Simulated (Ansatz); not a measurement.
# Nb: the change of pressure and energy above lowest point with volume per atom

All results are calculated (Ansatz 0.2.0 development build). Equation of state of a cubic crystal from periodic Kohn-Sham density functional theory without spin; pressure corrected for the finite basis.

Cell of the first row (space group Fm-3m, No. 225):
```
CELL_PARAMETERS angstrom
0.00000 2.06600 2.06600
2.06600 0.00000 2.06600
2.06600 2.06600 0.00000
ATOMIC_POSITIONS crystal
Nb 0.00000 0.00000 0.00000
```

Settings of every row: formula Nb; structure type fcc; functional PBE; spin treatment none; k mesh 22x22x22; occupation method fermi-dirac; occupation width 0.061225619 eV; wave cutoff 420 eV; datasets soft-1 PAW; density cutoff ratio 4.

Limits: a cubic model structure, not a phase known at ambient conditions; modest k-mesh, values are not fully converged in k.

| row | volume per atom (Å³) | pressure (GPa) | energy above lowest point (meV/atom) |
| --- | --- | --- | --- |
| 1 | 17.638 | 11.376 | 38.3 |
| 2 | 18.013 | 7.248 | 16.56 |
| 3 | 18.388 | ? | ? |
| 4 | 18.764 | 0.041 | 0 |
| 5 | 19.139 | -3.093 | 3.63 |
| 6 | 19.514 | -5.945 | 14.27 |
| 7 | 19.89 | -8.543 | 31.29 |

Question: what pressure and energy above lowest point should row 3 give?

Worked fit of pressure. Take u = (V_r/V)^(2/3) − 1 with V_r = 18.951 Å³ an atom, which is twice the finite (Eulerian) strain; such expansions in the strain, on which the Birch-Murnaghan equation of state is built, carry the rest volume and the bulk modulus. The shown rows have u = 0.04903, 0.03442, 0.00663, -0.00656, -0.01933, -0.03173. Least squares give pressure = −1.5586 + 237.297 × u + 540.48 × u² GPa; a straight line predicts inner rows, each left out in turn, worse (root mean square 0.34 against 0.0029 GPa). The rows lie off it by 0.001, -0.001, 0.003, -0.001, -0.001, 0.001. The pressure vanishes at u = 0.0065, or V = 18.77 Å³ an atom, and there the bulk modulus at fixed shape and fractions is B = −V dP/dV = (2/3)(1 + u) dP/du = 164 GPa. The withheld row has u = 0.02031, so the fit gives −1.5586 + 237.297 × (0.02031) + 540.48 × (0.02031)² = 3.484 GPa.

The calculation gave 3.479 GPa. The fit lies 0.005 GPa (0.025 % of the column's range) above it; its largest miss of a shown row is 0.003 GPa.

Worked fit of energy above lowest point. Take u = (V_r/V)^(2/3) − 1 with V_r = 18.951 Å³ an atom, which is twice the finite (Eulerian) strain; such expansions in the strain, on which the Birch-Murnaghan equation of state is built, carry the rest volume and the bulk modulus. The shown rows have u = 0.04903, 0.03442, 0.00663, -0.00656, -0.01933, -0.03173. Least squares give energy above lowest point = 0.901 − 276.69 × u + 21363.8 × u² − 3308 × u³ meV/atom; a parabola predicts inner rows, each left out in turn, worse (root mean square 0.069 against 0.02 meV/atom). The rows lie off it by 0.00, 0.01, 0.00, -0.01, 0.01, 0.00. Its lowest point lies at u = 0.0065, or V = 18.77 Å³ an atom, and the curvature there gives the bulk modulus at fixed shape and fractions, B = (4/9)(1 + u)² E″(u)/V = 164 GPa. The withheld row has u = 0.02031, so the fit gives 0.901 − 276.69 × (0.02031) + 21363.8 × (0.02031)² − 3308 × (0.02031)³ = 4.07 meV/atom.

The calculation gave 4.06 meV/atom. The fit lies 0.01 meV/atom (0.026 % of the column's range) above it, one unit of the last digit.
